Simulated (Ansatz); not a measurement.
## Every step of a relaxation of Ru (omega type)

DFT, PBE, PAW with Ansatz's default frozen-core files, scalar-relativistic (Ansatz 0.2.0); a Γ-centred 9×9×13 k mesh, Fermi–Dirac smearing of 0.08 eV, no spin polarisation. The run relaxes shape and atoms at held volume.

Command: `ansatz run input.yaml --threads 1 --pin off --max-ram 3072MiB --backend cpu --events-out ev --progress --plain --runs-dir out` It took 18 s on 1 thread of Arm Neoverse V1 (shared host), peak memory 0.35 GiB.

```yaml
crystal:
  lattice:
    - [3.9290407324, 0.0, 0.0]
    - [-1.9645203662, 3.4026490868, 0.0]
    - [0.0, 0.0, 2.4710662874]
  atoms:
    - { symbol: Ru, position: [0.0, 0.0, 0.0] }
    - { symbol: Ru, position: [0.3333333333, 0.6666666667, 0.5] }
    - { symbol: Ru, position: [0.6666666667, 0.3333333333, 0.5] }
kpoints:
  mp_grid: { grid: [9, 9, 13] }
scf:
  occupations: { method: fermi_dirac, width: 0.08 }
hamiltonian:
  xc: pbe
  pseudopotentials: { kind: paw }
output:
  forces: true
  stress: true
  write_density: true
  write_potential: true
  elf: true
  volumetric_format: npy
relax:
  f_tol: 0.005
  max_steps: 30
  cell: { stress_tol: 0.13, fix: [volume] }
```

Each step lists its free energy a cell above the last geometry, the pressure, the cell vectors (Å), and Cartesian positions (Å) with forces (eV/Å).

The first step:

```
step 1  dF = 16.78 meV  P = 131.0 GPa
  cell 3.9290 0.0000 0.0000  -1.9645 3.4026 0.0000  0.0000 0.0000 2.4711
  Ru 0.0000 0.0000 0.0000   0.0000 0.0000 0.0000
  Ru 0.0000 2.2684 1.2355   0.0000 0.0000 0.0000
  Ru 1.9645 1.1342 1.2355   0.0000 0.0000 0.0000
```

**Question.** Where does the relaxation end, and by which steps?

**Answer.** After 3 geometries, with conventional a, b, c = 3.949, 3.949, 2.446 Å, at 11.012 Å³/atom and 130.4 GPa in space group P6/mmm, with a shortest distance of 2.280 Å. The further steps:
```
step 2  dF = 2.96 meV  P = 130.2 GPa
  cell 3.9583 0.0000 0.0000  -1.9792 3.4280 0.0000  0.0000 0.0000 2.4347
  Ru 0.0000 0.0000 0.0000   0.0000 0.0000 0.0000
  Ru 0.0000 2.2853 1.2173   0.0000 0.0000 0.0000
  Ru 1.9792 1.1427 1.2173   0.0000 0.0000 0.0000
step 3  dF = 0.00 meV  P = 130.4 GPa
  cell 3.9495 0.0000 0.0000  -1.9747 3.4203 0.0000  0.0000 0.0000 2.4456
  Ru 0.0000 0.0000 0.0000   0.0000 0.0000 0.0000
  Ru 0.0000 2.2802 1.2228   0.0000 0.0000 0.0000
  Ru 1.9747 1.1401 1.2228   0.0000 0.0000 0.0000
step 4  dF = 0.01 meV  P = 130.4 GPa  (same geometry on a basis chosen anew; earlier energies don't compare to the last digit)
  cell 3.9495 0.0000 0.0000  -1.9747 3.4203 0.0000  0.0000 0.0000 2.4456
  Ru 0.0000 0.0000 0.0000   0.0000 0.0000 0.0000
  Ru 0.0000 2.2802 1.2228   0.0000 0.0000 0.0000
  Ru 1.9747 1.1401 1.2228   0.0000 0.0000 0.0000
```
